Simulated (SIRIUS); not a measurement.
# Au (Im-3m) in SIRIUS: equation of state, part 2 of 3

SIRIUS 7.12.0. The steps go on from the part before.

### 3 Equation of state, PBEsol, 17.48 Å³/atom (volume scaled by 0.96)

sirius.json reads:

```json
{
  "control": {
    "processing_unit": "cpu",
    "std_evp_solver_name": "lapack",
    "gen_evp_solver_name": "lapack",
    "verbosity": 2,
    "print_forces": false,
    "ortho_rf": true,
    "use_second_variation": true,
    "rmt_max": 3.0,
    "num_bands_to_print": 24,
    "save_wf": true
  },
  "parameters": {
    "electronic_structure_method": "full_potential_lapwlo",
    "xc_functionals": ["XC_GGA_X_PBE_SOL", "XC_GGA_C_PBE_SOL"],
    "core_relativity": "dirac",
    "valence_relativity": "iora",
    "num_fv_states": 25,
    "smearing": "fermi_dirac",
    "smearing_width": 0.0018374661,
    "pw_cutoff": 20,
    "gk_cutoff": 3.52,
    "lmax_apw": 11,
    "lmax_rho": 8,
    "lmax_pot": 8,
    "num_mag_dims": 0,
    "auto_rmt": 0,
    "ngridk": [11, 11, 11],
    "shiftk": [0, 0, 0],
    "num_dft_iter": 80,
    "energy_tol": 1e-07,
    "density_tol": 1e-05,
    "use_symmetry": true
  },
  "settings": {"tol_ne": 1e-10},
  "iterative_solver": {"type": "exact"},
  "mixer": {"type": "anderson", "beta": 0.5, "max_history": 8},
  "unit_cell": {
    "lattice_vectors": [
      [-3.0894579238, 3.0894579238, 3.0894579238],
      [3.0894579238, -3.0894579238, 3.0894579238],
      [3.0894579238, 3.0894579238, -3.0894579238]
    ],
    "atom_types": ["Au"],
    "atom_files": {"Au": "Au.json"},
    "atoms": {"Au": [[0.0, 0.0, 0.0]]}
  }
}
```

Au.json reads:

```json
{
  "name": "gold",
  "symbol": "Au",
  "number": 79,
  "mass": 196.966569,
  "rmin": 1e-06,
  "rmt": 2.61,
  "nrmt": 800,
  "rinf": 13.44,
  "core": "1s2s2p3s3p3d4s4p4d",
  "valence": [
    {"basis": [{"enu": 0.11, "dme": 0, "n": 0, "auto": 0}, {"enu": 0.11, "dme": 1, "n": 0, "auto": 0}]},
    {"l": 0, "n": 1, "basis": [{"enu": 0.21, "dme": 0, "n": 0, "auto": 0}]},
    {"l": 1, "n": 2, "basis": [{"enu": 0.21, "dme": 0, "n": 0, "auto": 0}]},
    {"l": 2, "n": 3, "basis": [{"enu": 0.21, "dme": 0, "n": 0, "auto": 0}]},
    {"l": 3, "n": 4, "basis": [{"enu": 0.21, "dme": 0, "n": 0, "auto": 0}]},
    {"l": 4, "n": 5, "basis": [{"enu": 0.21, "dme": 0, "n": 0, "auto": 0}]}
  ],
  "lo": [
    {"l": 0, "basis": [{"enu": 0.21, "dme": 0, "n": 0, "auto": 0}, {"enu": 0.21, "dme": 1, "n": 0, "auto": 0}]},
    {
      "l": 0,
      "basis": [{"enu": -3.5444, "dme": 0, "n": 5, "auto": 1}, {"enu": -3.5444, "dme": 1, "n": 5, "auto": 1}]
    },
    {
      "l": 0,
      "basis": [{"enu": -3.5444, "dme": 1, "n": 5, "auto": 1}, {"enu": 0.21, "dme": 0, "n": 0, "auto": 0}]
    },
    {"l": 0, "basis": [{"enu": 0.21, "dme": 0, "n": 0, "auto": 0}, {"enu": 2.5588, "dme": 0, "n": 0, "auto": 0}]},
    {"l": 1, "basis": [{"enu": 0.21, "dme": 0, "n": 0, "auto": 0}, {"enu": 0.21, "dme": 1, "n": 0, "auto": 0}]},
    {
      "l": 1,
      "basis": [{"enu": -1.7679, "dme": 0, "n": 5, "auto": 1}, {"enu": -1.7679, "dme": 1, "n": 5, "auto": 1}]
    },
    {
      "l": 1,
      "basis": [{"enu": -1.7679, "dme": 1, "n": 5, "auto": 1}, {"enu": 0.21, "dme": 0, "n": 0, "auto": 0}]
    },
    {"l": 1, "basis": [{"enu": 0.21, "dme": 0, "n": 0, "auto": 0}, {"enu": 2.9111, "dme": 0, "n": 0, "auto": 0}]},
    {"l": 2, "basis": [{"enu": 0.21, "dme": 0, "n": 0, "auto": 0}, {"enu": 0.21, "dme": 1, "n": 0, "auto": 0}]},
    {"l": 2, "basis": [{"enu": 0.21, "dme": 1, "n": 0, "auto": 0}, {"enu": 0.21, "dme": 2, "n": 0, "auto": 0}]},
    {"l": 2, "basis": [{"enu": 0.21, "dme": 0, "n": 0, "auto": 0}, {"enu": 2.5, "dme": 0, "n": 0, "auto": 0}]},
    {"l": 3, "basis": [{"enu": 0.21, "dme": 0, "n": 0, "auto": 0}, {"enu": 0.21, "dme": 1, "n": 0, "auto": 0}]},
    {
      "l": 3,
      "basis": [{"enu": -2.5791, "dme": 0, "n": 4, "auto": 1}, {"enu": -2.5791, "dme": 1, "n": 4, "auto": 1}]
    },
    {
      "l": 3,
      "basis": [{"enu": -2.5791, "dme": 1, "n": 4, "auto": 1}, {"enu": 0.21, "dme": 0, "n": 0, "auto": 0}]
    },
    {"l": 3, "basis": [{"enu": 0.21, "dme": 0, "n": 0, "auto": 0}, {"enu": 3.6157, "dme": 0, "n": 0, "auto": 0}]},
    {"l": 4, "basis": [{"enu": 0.21, "dme": 0, "n": 0, "auto": 0}, {"enu": 0.21, "dme": 1, "n": 0, "auto": 0}]},
    {"l": 4, "basis": [{"enu": 0.21, "dme": 0, "n": 0, "auto": 0}, {"enu": 3.0285, "dme": 0, "n": 0, "auto": 0}]}
  ],
  "free_atom": [... radial grid and density of the free atom, the start of the SCF ...]
}
```

sirius_start.json reads:

```json
{
  "control": {
    "processing_unit": "cpu",
    "std_evp_solver_name": "lapack",
    "gen_evp_solver_name": "lapack",
    "verbosity": 1,
    "print_forces": false,
    "ortho_rf": true,
    "use_second_variation": true,
    "rmt_max": 3.0,
    "num_bands_to_print": 24,
    "save_wf": false
  },
  "parameters": {
    "electronic_structure_method": "full_potential_lapwlo",
    "xc_functionals": ["XC_LDA_X", "XC_LDA_C_PW"],
    "core_relativity": "dirac",
    "valence_relativity": "iora",
    "num_fv_states": 25,
    "smearing": "fermi_dirac",
    "smearing_width": 0.0055123983,
    "pw_cutoff": 20,
    "gk_cutoff": 2.82,
    "lmax_apw": 11,
    "lmax_rho": 8,
    "lmax_pot": 8,
    "num_mag_dims": 0,
    "auto_rmt": 0,
    "ngridk": [4, 4, 4],
    "shiftk": [0, 0, 0],
    "num_dft_iter": 30,
    "energy_tol": 0.01,
    "density_tol": 0.05,
    "use_symmetry": true
  },
  "settings": {"tol_ne": 1e-10},
  "iterative_solver": {"type": "exact"},
  "mixer": {"type": "anderson", "beta": 0.5, "max_history": 8},
  "unit_cell": {
    "lattice_vectors": [
      [-3.0894579238, 3.0894579238, 3.0894579238],
      [3.0894579238, -3.0894579238, 3.0894579238],
      [3.0894579238, 3.0894579238, -3.0894579238]
    ],
    "atom_types": ["Au"],
    "atom_files": {"Au": "Au.json"},
    "atoms": {"Au": [[0.0, 0.0, 0.0]]}
  }
}
```

Potentials or basis: all-electron FP-LAPW, apw+lo standard.

The run is started by

```console
> OMP_NUM_THREADS=1 sirius.scf --input=sirius_start.json --output=start.json
> OMP_NUM_THREADS=1 sirius.scf --input=sirius.json --output=output.json --task=1
```

The log of the run:

```text
[info] SIRIUS version : 7.12.0
[info] number of MPI ranks           : 1
[info] MPI grid                      : 1 1
[info] maximum number of OMP threads : 1
[fft] FFT context for density and potential
[fft] =====================================
[fft]   plane wave cutoff                     : 20
[fft]   grid size                             : 40 40 40   total : 64000
[fft]   grid limits                           : -19 20   -19 20   -19 20
[fft]   number of G-vectors within the cutoff : 15947
[fft]   number of G-shells                    : 432
[fft] FFT context for coarse grid
[fft] =====================================
[fft]   plane wave cutoff                     : 7.04
[fft]   grid size                             : 15 15 15   total : 3375
[fft]   grid limits                           : -7 7   -7 7   -7 7
[fft]   number of G-vectors within the cutoff : 675
[fft]   number of G-shells                    : 28
[unit cell] lattice vectors
[unit cell]   a1 :      -3.0894579238      3.0894579238      3.0894579238
[unit cell]   a2 :       3.0894579238     -3.0894579238      3.0894579238
[unit cell]   a3 :       3.0894579238      3.0894579238     -3.0894579238
[unit cell] reciprocal lattice vectors
[unit cell]   b1 :       0.0000000000      1.0168750412      1.0168750412
[... 359 lines left out ...]
[generate_core_charge_density]   n,l,k : 4 2 2  energy :         -11.94908637
[generate_core_charge_density]   n,l,k : 4 2 3  energy :         -11.28377115
[find] Total energy                   :  -19042.65719684 (Ha),  -38085.31439369 (Ry)
[find] iteration : 1, RMS (target) : 1.8835e-01 (1.0000e-05) , energy difference (target) : -6.2947e-06 (1.0000e-07)
[find] Total energy                   :  -19042.65727086 (Ha),  -38085.31454171 (Ry)
[... 19 lines left out ...]
[find] valence_eval_sum               :     -51.85919782
[find] core_eval_sum                  :  -11660.16675869
[find] kinetic energy                 :   21876.94925729
[find] enuc                           :  -24002.16995652
[find] <rho|V^{XC}>                   :    -474.48849144
[find] <rho|E^{XC}>                   :    -360.19320840
[find] <mag|B^{XC}>                   :       0.00000000
[find] <rho|V^{H}>                    :  -33114.48672236
[find] smearing (-TS)                 :      -0.00021183
[find] SCF correction                 :       0.00002492
[find] Total energy                   :  -19042.65724388 (Ha),  -38085.31448777 (Ry)
[find] Free energy (E-TS)             :  -19042.65745571 (Ha),  -38085.31491143 (Ry)
[find] band gap (eV)                  :       0.00000000
[find] Efermi                         :       0.31166531
[find] iteration : 7, RMS (target) : 3.8012e-07 (1.0000e-05) , energy difference (target) : 9.0153e-08 (1.0000e-07)
[find] converged after 8 SCF iterations!
[find] Charges and magnetic moments
[find] --------------------------------------------------------------------------------
[find] atom      charge    core leakage
[find] --------------------------------------------------------------------------------
[find]    0   77.757455    1.251275e-08
[find] total core leakage    : 1.25127533e-08
[find] interstitial charge   : 1.242542
[find] total charge          : 78.999997
[find] Energy
[find] --------------------------------------------------------------------------------
[find] valence_eval_sum               :     -51.85919782
[find] core_eval_sum                  :  -11660.16675869
[find] kinetic energy                 :   21876.94925729
[find] enuc                           :  -24002.16995652
[find] <rho|V^{XC}>                   :    -474.48849144
[find] <rho|E^{XC}>                   :    -360.19320840
[find] <mag|B^{XC}>                   :       0.00000000
[find] <rho|V^{H}>                    :  -33114.48672236
[find] smearing (-TS)                 :      -0.00021183
[find] SCF correction                 :       0.00002492
[find] Total energy                   :  -19042.65724388 (Ha),  -38085.31448777 (Ry)
[find] Free energy (E-TS)             :  -19042.65745571 (Ha),  -38085.31491143 (Ry)
[find] band gap (eV)                  :       0.00000000
[find] Efermi                         :       0.31166531
```

start_output:

```text
[find] Total energy                   :  -19037.44255208 (Ha),  -38074.88510415 (Ry)
[find] band gap (eV)                  :       0.00000000
[find] Efermi                         :       0.43777820
[find] iteration : 0, RMS (target) : 2.0083e+01 (5.0000e-02) , energy difference (target) : -1.9037e+04 (1.0000e-02)
[find] Total energy                   :  -19037.37920420 (Ha),  -38074.75840841 (Ry)
[find] band gap (eV)                  :       0.00000000
[find] Efermi                         :       0.36014507
[find] iteration : 1, RMS (target) : 9.6510e+00 (5.0000e-02) , energy difference (target) : 6.3348e-02 (1.0000e-02)
[find] Total energy                   :  -19037.38170867 (Ha),  -38074.76341733 (Ry)
[find] band gap (eV)                  :       0.00000000
[find] Efermi                         :       0.28672672
[find] iteration : 2, RMS (target) : 2.1976e-01 (5.0000e-02) , energy difference (target) : -2.5045e-03 (1.0000e-02)
[find] Total energy                   :  -19037.38202550 (Ha),  -38074.76405101 (Ry)
[find] band gap (eV)                  :       0.00000000
[find] Efermi                         :       0.29136813
[find] iteration : 3, RMS (target) : 8.1459e-02 (5.0000e-02) , energy difference (target) : -3.1684e-04 (1.0000e-02)
[find] Total energy                   :  -19037.38245559 (Ha),  -38074.76491119 (Ry)
[find] band gap (eV)                  :       0.00000000
[find] Efermi                         :       0.28675519
[find] iteration : 4, RMS (target) : 1.8293e-02 (5.0000e-02) , energy difference (target) : -4.3009e-04 (1.0000e-02)
[find] converged after 5 SCF iterations!
[find] Total energy                   :  -19037.38245559 (Ha),  -38074.76491119 (Ry)
[find] band gap (eV)                  :       0.00000000
[find] Efermi                         :       0.28675519
```

It took 46 s on 1 thread of Arm Neoverse V1, shared host; peak memory 0.34 GiB.

What came out:

- Free energy: -518177.1072 eV
- Band gap on the k mesh: none (metal or under the smearing width)
- All electrons inside the program's atomic spheres: Au 77.76 (radii Au 2.61 bohr)

### 4 Equation of state, PBEsol, 17.84 Å³/atom (volume scaled by 0.98)

sirius.json: that of step 3 with these lines changed.

```diff
@@ -40,5 +40,5 @@
     "lattice_vectors": [
-      [-3.0894579238, 3.0894579238, 3.0894579238],
-      [3.0894579238, -3.0894579238, 3.0894579238],
-      [3.0894579238, 3.0894579238, -3.0894579238]
+      [-3.1107652034, 3.1107652034, 3.1107652034],
+      [3.1107652034, -3.1107652034, 3.1107652034],
+      [3.1107652034, 3.1107652034, -3.1107652034]
     ],
```

Au.json reads:

```json
{
  "name": "gold",
  "symbol": "Au",
  "number": 79,
  "mass": 196.966569,
  "rmin": 1e-06,
  "rmt": 2.61,
  "nrmt": 800,
  "rinf": 13.44,
  "core": "1s2s2p3s3p3d4s4p4d",
  "valence": [
    {"basis": [{"enu": 0.09, "dme": 0, "n": 0, "auto": 0}, {"enu": 0.09, "dme": 1, "n": 0, "auto": 0}]},
    {"l": 0, "n": 1, "basis": [{"enu": 0.19, "dme": 0, "n": 0, "auto": 0}]},
    {"l": 1, "n": 2, "basis": [{"enu": 0.19, "dme": 0, "n": 0, "auto": 0}]},
    {"l": 2, "n": 3, "basis": [{"enu": 0.19, "dme": 0, "n": 0, "auto": 0}]},
    {"l": 3, "n": 4, "basis": [{"enu": 0.19, "dme": 0, "n": 0, "auto": 0}]},
    {"l": 4, "n": 5, "basis": [{"enu": 0.19, "dme": 0, "n": 0, "auto": 0}]}
  ],
  "lo": [
    {"l": 0, "basis": [{"enu": 0.19, "dme": 0, "n": 0, "auto": 0}, {"enu": 0.19, "dme": 1, "n": 0, "auto": 0}]},
    {
      "l": 0,
      "basis": [{"enu": -3.5644, "dme": 0, "n": 5, "auto": 1}, {"enu": -3.5644, "dme": 1, "n": 5, "auto": 1}]
    },
    {
      "l": 0,
      "basis": [{"enu": -3.5644, "dme": 1, "n": 5, "auto": 1}, {"enu": 0.19, "dme": 0, "n": 0, "auto": 0}]
    },
    {"l": 0, "basis": [{"enu": 0.19, "dme": 0, "n": 0, "auto": 0}, {"enu": 2.5388, "dme": 0, "n": 0, "auto": 0}]},
    {"l": 1, "basis": [{"enu": 0.19, "dme": 0, "n": 0, "auto": 0}, {"enu": 0.19, "dme": 1, "n": 0, "auto": 0}]},
    {
      "l": 1,
      "basis": [{"enu": -1.7879, "dme": 0, "n": 5, "auto": 1}, {"enu": -1.7879, "dme": 1, "n": 5, "auto": 1}]
    },
    {
      "l": 1,
      "basis": [{"enu": -1.7879, "dme": 1, "n": 5, "auto": 1}, {"enu": 0.19, "dme": 0, "n": 0, "auto": 0}]
    },
    {"l": 1, "basis": [{"enu": 0.19, "dme": 0, "n": 0, "auto": 0}, {"enu": 2.8911, "dme": 0, "n": 0, "auto": 0}]},
    {"l": 2, "basis": [{"enu": 0.19, "dme": 0, "n": 0, "auto": 0}, {"enu": 0.19, "dme": 1, "n": 0, "auto": 0}]},
    {"l": 2, "basis": [{"enu": 0.19, "dme": 1, "n": 0, "auto": 0}, {"enu": 0.19, "dme": 2, "n": 0, "auto": 0}]},
    {"l": 2, "basis": [{"enu": 0.19, "dme": 0, "n": 0, "auto": 0}, {"enu": 2.48, "dme": 0, "n": 0, "auto": 0}]},
    {"l": 3, "basis": [{"enu": 0.19, "dme": 0, "n": 0, "auto": 0}, {"enu": 0.19, "dme": 1, "n": 0, "auto": 0}]},
    {
      "l": 3,
      "basis": [{"enu": -2.5991, "dme": 0, "n": 4, "auto": 1}, {"enu": -2.5991, "dme": 1, "n": 4, "auto": 1}]
    },
    {
      "l": 3,
      "basis": [{"enu": -2.5991, "dme": 1, "n": 4, "auto": 1}, {"enu": 0.19, "dme": 0, "n": 0, "auto": 0}]
    },
    {"l": 3, "basis": [{"enu": 0.19, "dme": 0, "n": 0, "auto": 0}, {"enu": 3.5957, "dme": 0, "n": 0, "auto": 0}]},
    {"l": 4, "basis": [{"enu": 0.19, "dme": 0, "n": 0, "auto": 0}, {"enu": 0.19, "dme": 1, "n": 0, "auto": 0}]},
    {"l": 4, "basis": [{"enu": 0.19, "dme": 0, "n": 0, "auto": 0}, {"enu": 3.0085, "dme": 0, "n": 0, "auto": 0}]}
  ],
  "free_atom": [... radial grid and density of the free atom, the start of the SCF ...]
}
```

sirius_start.json: that of step 3 with these lines changed.

```diff
@@ -40,5 +40,5 @@
     "lattice_vectors": [
-      [-3.0894579238, 3.0894579238, 3.0894579238],
-      [3.0894579238, -3.0894579238, 3.0894579238],
-      [3.0894579238, 3.0894579238, -3.0894579238]
+      [-3.1107652034, 3.1107652034, 3.1107652034],
+      [3.1107652034, -3.1107652034, 3.1107652034],
+      [3.1107652034, 3.1107652034, -3.1107652034]
     ],
```

The run is started by

```console
> OMP_NUM_THREADS=1 sirius.scf --input=sirius_start.json --output=start.json
> OMP_NUM_THREADS=1 sirius.scf --input=sirius.json --output=output.json --task=1
```

It took 46 s on 1 thread of Arm Neoverse V1, shared host; peak memory 0.34 GiB.

It converged, with:

```yaml
Free_energy: -518177.0958 eV
Band_gap_on_the_k_mesh: none (metal or under the smearing width)
All_electrons_inside_the_program's_atomic_spheres: Au 77.73 (radii Au 2.61 bohr)
```

(Continued in part 3 of 3.)
